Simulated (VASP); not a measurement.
# ZnO (series) (P6_3mc) in VASP: notebook

Runs on ZnO (series). Level: PBE. Tasks: single point.

Everything below comes from runs of VASP 6.6.1. Logs are shortened: lines on timing, memory, paths and dates and some standing lists are left out, and cuts for length are marked.

## 1. The cell of the first run

Symmetry: P6_3mc, No. 186, hexagonal system. Conventional cell: a = 3.249 Å, b = 3.249 Å, c = 5.206 Å, α = 90.00°, β = 90.00°, γ = 120.00°. Zn (site symmetry 3m) has 4 O at 1.97 to 1.98 Å as nearest neighbours. O (site symmetry 3m) has 4 Zn at 1.97 to 1.98 Å as nearest neighbours.

## 2. Single point, PBE (cutoff)

File INCAR:

```
SYSTEM = ZnO
PREC     = Accurate       ! precision mode
ENCUT    = 520            ! plane-wave cutoff, eV
EDIFF    = 1E-7           ! SCF threshold, eV
ISMEAR   = 0              ! smearing method
SIGMA    = 0.02           ! smearing width, eV
LREAL    = .False.        ! projectors in reciprocal space
LASPH    = .True.         ! aspherical terms in the spheres
NELM     = 100            ! most SCF steps
ALGO     = Normal         ! electronic algorithm
ISIF     = 2              ! what is computed and relaxed
LWAVE    = .False.        ! write WAVECAR
LCHARG   = .False.        ! write CHGCAR
GGA      = PE             ! functional
NBANDS   = 26             ! bands
```

File KPOINTS:

```
regular mesh
0
Gamma
  9 9 4
  0 0 0
```

File POSCAR:

```
ZnO
1.0
    3.2493080000      0.0000000000      0.0000000000
   -1.6246540000      2.8139832727      0.0000000000
    0.0000000000      0.0000000000      5.2057090000
Zn O
2 2
Direct
    0.3333333333      0.6666666667      0.5000000000
    0.6666666667      0.3333333333      0.0000000000
    0.6666666667      0.3333333333      0.3790100000
    0.3333333333      0.6666666667      0.8790100000
```

Potentials or basis: VASP PAW PBE potentials, release 64 (Zn, O).

The run is started by

```
cat potpaw_PBE.64/Zn/POTCAR potpaw_PBE.64/O/POTCAR > POTCAR
mpirun -np 1 vasp_std > vasp.out
```

OUTCAR:

```text
SYSTEM = ZnO
   PREC = Accurate
   ENCUT = 520
   EDIFF = 1E-7
   ISMEAR = 0
   LREAL = .False.
   LASPH = .True.
   NELM = 100
   ISIF = 2
   GGA = PE

 ion  position               nearest neighbor table
   1  0.333  0.667  0.500-   4 1.97   3 1.98   3 1.98   3 1.98
   2  0.667  0.333  0.000-   3 1.97   4 1.98   4 1.98   4 1.98
   3  0.667  0.333  0.379-   2 1.97   1 1.98   1 1.98   1 1.98
   4  0.333  0.667  0.879-   1 1.97   2 1.98   2 1.98   2 1.98

  LATTYP: Found a hexagonal cell.
 ALAT       =     3.2493080000
 C/A-ratio  =     1.6020977390

  Lattice vectors:

 A1 = (   3.2493080000,   0.0000000000,   0.0000000000)
 A2 = (  -1.6246540000,   2.8139832727,   0.0000000000)
 A3 = (   0.0000000000,   0.0000000000,   5.2057090000)

Analysis of symmetry for initial positions (statically):
=====================================================================
 Subroutine PRICEL returns:
 Original cell was already a primitive cell.

 Routine SETGRP: Setting up the symmetry group for a
 hexagonal supercell.

 Subroutine GETGRP returns: Found 12 space group operations
 (whereof  6 operations were pure point group operations)
 out of a pool of 24 trial point group operations.

The static configuration has the point symmetry C_3v.
 The point group associated with its full space group is C_6v.

Analysis of symmetry for dynamics (positions and initial velocities):
=====================================================================
 Subroutine PRICEL returns:
 Original cell was already a primitive cell.

 Routine SETGRP: Setting up the symmetry group for a
 hexagonal supercell.

 Subroutine GETGRP returns: Found 12 space group operations
 (whereof  6 operations were pure point group operations)
 out of a pool of 24 trial point group operations.

The dynamic configuration has the point symmetry C_3v.
 The point group associated with its full space group is C_6v.

 Subroutine INISYM returns: Found 12 space group operations
 (whereof  6 operations are pure point group operations),
 and found     1 'primitive' translations

----------------------------------------------------------------------------------------

                                     Primitive cell

  volume of cell :      47.5984

  direct lattice vectors                    reciprocal lattice vectors
     3.249308000  0.000000000  0.000000000     0.307757836  0.177684070  0.000000000
    -1.624654000  2.813983273  0.000000000     0.000000000  0.355368139  0.000000000
     0.000000000  0.000000000  5.205709000     0.000000000  0.000000000  0.192096792

  length of vectors
     3.249308000  3.249308000  5.205709000     0.355368139  0.355368139  0.192096792

  position of ions in fractional coordinates (direct lattice)
     0.333333333  0.666666667  0.500000000
     0.666666667  0.333333333  0.000000000
     0.666666667  0.333333333  0.379010000
     0.333333333  0.666666667  0.879010000

  ion indices of the primitive-cell ions
   primitive index   ion index
                 1           1
                 2           2
                 3           3
                 4           4

----------------------------------------------------------------------------------------

 KPOINTS: regular mesh

Automatic generation of k-mesh.
 Grid dimensions read from file:
 generate k-points for:    9    9    4

 Generating k-lattice:

  Cartesian coordinates                     Fractional coordinates (reciprocal lattice)
     0.034195315  0.019742674  0.000000000     0.111111111  0.000000000  0.000000000
     0.000000000  0.039485349  0.000000000     0.000000000  0.111111111  0.000000000
     0.000000000  0.000000000  0.048024198     0.000000000  0.000000000  0.250000000

  Length of vectors
     0.039485349  0.039485349  0.048024198

  Shift w.r.t. Gamma in fractional coordinates (k-lattice)
     0.000000000  0.000000000  0.000000000

 Subroutine IBZKPT returns following result:
 ===========================================

 Found     36 irreducible k-points:

 Following reciprocal coordinates:
            Coordinates               Weight
  0.000000  0.000000  0.000000      1.000000
  0.111111  0.000000  0.000000      6.000000
  0.222222  0.000000  0.000000      6.000000
  0.333333  0.000000  0.000000      6.000000
  0.444444  0.000000  0.000000      6.000000
  0.111111  0.111111  0.000000      6.000000
[... 16 lines left out ...]
  0.333333  0.222222  0.250000     24.000000
  0.333333  0.333333  0.250000      4.000000
 [... further k-points ...]
   k-points           NKPTS =     36   k-points in BZ     NKDIM =     36   number of bands    NBANDS=     26
   number of dos      NEDOS =    301   number of ions     NIONS =      4
   total plane-waves  NPLWV =  23040
   dimension x,y,z NGX =    24 NGY =   24 NGZ =   40
   dimension x,y,z NGXF=    48 NGYF=   48 NGZF=   80
   ions per type =               2   2
   NGX,Y,Z   is equivalent  to a cutoff of  12.28, 12.28, 12.77 a.u.
   NGXF,Y,Z  is equivalent  to a cutoff of  24.56, 24.56, 25.55 a.u.
 SYSTEM =  ZnO
   PREC   = accura    normal or accurate (medium, high low for compatibility)
   ISTART =      0    job   : 0-new  1-cont  2-samecut
   ICHARG =      2    charge: 1-file 2-atom 10-const
   ISPIN  =      1    spin polarized calculation?
   LNONCOLLINEAR =      F non collinear calculations
   LSORBIT =      F    spin-orbit coupling
   LASPH  =      T    aspherical Exc in radial PAW
   ENCUT  =  520.0 eV  38.22 Ry    6.18 a.u.   6.04  6.04  9.68*2*pi/ulx,y,z
   NELM   =    100;   NELMIN=  2; NELMDL= -5     # of ELM steps
   EDIFF  = 0.1E-06   stopping-criterion for ELM
   LREAL  =      F    real-space projection
   EDIFFG = 0.1E-05   stopping-criterion for IOM
   NSW    =      0    number of steps for IOM
   IBRION =     -1    ionic relax: 0-MD 1-quasi-New 2-CG
   NFREE  =      0    steps in history (QN), initial steepest desc. (CG)
   ISIF   =      2    stress and relaxation
   ISYM   =      2    0-nonsym 1-usesym 2-fastsym
   POTIM  = 0.5000    time-step for ionic-motion
   TEBEG  =    0.0;   TEEND  =   0.0 temperature during run
   PSTRESS=    0.0 pullay stress
   NELECT =      36.0000    total number of electrons
   NUPDOWN=      -1.0000    fix difference up-down
   EMIN   =  10.00;   EMAX   =-10.00  energy-range for DOS
   EFERMI =   0.00;   METHOD = LEGACY
   ISMEAR =     0;   SIGMA  =   0.02  broadening in eV -4-tet -1-fermi 0-gaus
   EFERMI_NEDOS =   21; number of points for ismear=-14 and -15
   IALGO  =     38    algorithm
   IMIX   =      4    mixing-type and parameters
     AMIX     =   0.40;   BMIX     =  1.00
     AMIX_MAG =   1.60;   BMIX_MAG =  1.00
  volume/ion in A,a.u.               =      11.90        80.30
  Fermi-wavevector in a.u.,A,eV,Ry     =   1.491574  2.818667 30.270160  2.224794
  Thomas-Fermi vector in A             =   2.604212
   LORBIT       =      0    0 simple, 1 ext, 2 COOP (PROOUT), +10 PAW based schemes
   GGA     = PE    functional components
   LHFCALC =     F    Hartree Fock is set to
   AEXX    =    0.0000 exact exchange contribution
   IVDW    =     0    specifies the selected vdW correction
   LEPSILON=     F    determine dielectric tensor
   LRPA    =     F    only Hartree local field effects (RPA)
 non-spin polarized calculation
 Gauss-broadening in eV      SIGMA  =   0.02
  energy-cutoff  :      520.00
  volume of cell :       47.60
 maximum number of plane-waves:      1302
   NGX = 13   NGY = 13   NGZ = 19

 number of electron      36.0000017 magnetization

 Free energy of the ion-electron system (eV)
  ---------------------------------------------------
  ext. energy  EPLUGINS =         0.00000000
  ---------------------------------------------------
  free energy    TOTEN  =       -17.82196679 eV

  energy without entropy =      -17.82196679  energy(sigma->0) =      -17.82196679

 E-fermi :   1.2992     XC(G=0): -10.9114

 val. band max:        1.2011087075   @ k =   0.0000   0.0000   0.0000
 cond. band min:       1.9908799551   @ k =   0.0000   0.0000   0.0000
 fundamental gap:      0.7897712476
 Fermi energy:         1.2991501972

 k-point     1 :       0.0000    0.0000    0.0000
  band No.  band energies     occupation
      1     -16.8873      2.00000
      2     -16.1560      2.00000
      3      -4.4870      2.00000
      4      -4.4870      2.00000
      5      -4.4474      2.00000
      6      -4.4260      2.00000
[... 18 lines left out ...]
     25      15.3279      0.00000
     26      15.3279      0.00000

 k-point     2 :       0.1111    0.0000    0.0000
  band No.  band energies     occupation
      1     -16.8203      2.00000
      2     -16.1270      2.00000
      3      -4.5653      2.00000
      4      -4.4486      2.00000
      5      -4.4062      2.00000
      6      -4.3441      2.00000
[... 18 lines left out ...]
     25      15.4704      0.00000
     26      15.4732      0.00000

 k-point     3 :       0.2222    0.0000    0.0000
  band No.  band energies     occupation
      1     -16.6412      2.00000
      2     -16.0578      2.00000
      3      -4.7139      2.00000
      4      -4.3908      2.00000
      5      -4.3589      2.00000
      6      -4.2575      2.00000
[... 18 lines left out ...]
     25      14.7206      0.00000
     26      15.4437      0.00000

 k-point     4 :       0.3333    0.0000    0.0000
  band No.  band energies     occupation
      1     -16.4135      2.00000
      2     -15.9942      2.00000
      3      -4.7950      2.00000
      4      -4.4383      2.00000
      5      -4.2778      2.00000
      6      -4.0863      2.00000
[... 18 lines left out ...]
     25      14.5921      0.00000
     26      15.2720      0.00000
[... 496 lines left out ...]
      1     -16.2520      2.00000
      2     -16.0206      2.00000
      3      -4.6864      2.00000
      4      -4.6029      2.00000
      5      -4.1979      2.00000
      6      -4.1901      2.00000
[... 18 lines left out ...]
     25      13.5105      0.00000
     26      16.5653      0.00000

 k-point    23 :       0.3333    0.2222    0.2500
  band No.  band energies     occupation
      1     -16.1172      2.00000
      2     -16.0032      2.00000
      3      -4.6017      2.00000
      4      -4.4673      2.00000
      5      -4.2643      2.00000
      6      -4.0423      2.00000
[... 18 lines left out ...]
     25      14.3354      0.00000
     26      15.7833      0.00000

 k-point    24 :       0.3333    0.3333    0.2500
  band No.  band energies     occupation
      1     -16.0343      2.00000
      2     -16.0343      2.00000
      3      -4.4713      2.00000
      4      -4.3478      2.00000
      5      -4.3478      2.00000
      6      -3.9835      2.00000
[... 18 lines left out ...]
     25      14.9905      0.00000
     26      16.1165      0.00000

 [... further k-points ...]

------------------------ aborting loop because EDIFF is reached ----------------------------------------

  FORCE on cell =-STRESS in cart. coord.  units (eV):
  Direction    XX          YY          ZZ          XY          YZ          ZX
  --------------------------------------------------------------------------------------
  -------------------------------------------------------------------------------------
  Total        1.5992168      1.5992168      2.1225970      0.0000000     -0.0000000      0.0000000
  in kB       53.8301587     53.8301587     71.4473034      0.0000000     -0.0000000      0.0000000
  external PRESSURE =      59.7025403 kB  Pullay stress =       0.0000000 kB

 VOLUME and BASIS-vectors are now :
 -----------------------------------------------------------------------------
  energy-cutoff  :      520.00
  volume of cell :       47.60
      direct lattice vectors                 reciprocal lattice vectors
     3.249308000  0.000000000  0.000000000     0.307757836  0.177684070  0.000000000
    -1.624654000  2.813983273  0.000000000     0.000000000  0.355368139  0.000000000
     0.000000000  0.000000000  5.205709000     0.000000000  0.000000000  0.192096792

 POSITION                                       TOTAL-FORCE (eV/Angst)
 -----------------------------------------------------------------------------------
     -0.00000      1.87599      2.60285         0.000000     -0.000000     -0.074343
      1.62465      0.93799      0.00000        -0.000000      0.000000     -0.074343
      1.62465      0.93799      1.97302        -0.000000      0.000000      0.074343
     -0.00000      1.87599      4.57587        -0.000000     -0.000000      0.074343
 -----------------------------------------------------------------------------------
    total drift:                               -0.000000     -0.000000     -0.000179

  FREE ENERGIE OF THE ION-ELECTRON SYSTEM (eV)
  ---------------------------------------------------
  free  energy   TOTEN  =       -17.8219667944 eV

  energy  without entropy=      -17.8219667944  energy(sigma->0) =      -17.82196679
```

It took 34 s on 1 thread of AMD EPYC 7R13 (Zen 3), shared host; peak memory 0.15 GiB.

Results:

| Property | Result |
| --- | --- |
| Free energy | -17.8220 eV |
| Pressure | 6.0 GPa |
| Largest force | 0.074 eV/Å |
| Band gap on the k mesh | 0.79 eV, direct |

Forces on the atoms (eV/Å):
```
Zn   0.000  0.000 -0.074
Zn   0.000  0.000 -0.074
O    0.000  0.000  0.074
O    0.000  0.000  0.074
```

Stress tensor (GPa, compression positive):
```
5.38 0.00 0.00
0.00 5.38 0.00
0.00 0.00 7.14
```

## 3. Single point, PBE (cutoff)

File INCAR:

```
SYSTEM = ZnO
PREC = Accurate
ENCUT = 520
EDIFF = 1E-6
ISMEAR = 0
SIGMA = 0.02
LREAL = .FALSE.
LASPH = .TRUE.
NELM = 100
ALGO = Normal
ISIF = 2
LWAVE = .FALSE.
LCHARG = .FALSE.
GGA = PE
NBANDS = 26
```

File KPOINTS:

```
regular mesh
0
G
  9 9 4
  0 0 0
```

POSCAR is that of step 2.

Potentials or basis: VASP PAW PBE potentials, release 64 (Zn, O).

The run is started by

```
cat potpaw_PBE.64/Zn/POTCAR potpaw_PBE.64/O/POTCAR > POTCAR
mpirun -np 1 vasp_std > vasp.out
```

Wall time 31 s (1 thread of AMD EPYC 7R13 (Zen 3), shared host); peak memory 0.15 GiB.

It converged, with:

```
Free energy            : -17.8220 eV
Pressure               : 6.0 GPa
Largest force          : 0.074 eV/Å
Band gap on the k mesh : 0.79 eV, direct
```

Forces on the atoms (eV/Å):
```
Zn   0.000  0.000 -0.074
Zn   0.000  0.000 -0.074
O    0.000  0.000  0.074
O    0.000  0.000  0.074
```

Stress tensor (GPa, compression positive):
```
5.43 0.00 0.00
0.00 5.43 0.00
0.00 0.00 7.19
```

Levels at points of the mesh, in eV from the valence-band top:
```tsv
k point	band 15	band 16	band 17	band 18	band 19	band 20	band 21	band 22
(0.00, 0.00, 0.00)	-0.81	-0.07	0.00	0.00	0.79	5.21	8.26	12.85
(0.00, 0.00, 0.50)	-0.40	-0.40	-0.40	-0.40	3.46	3.46	10.12	10.12
```
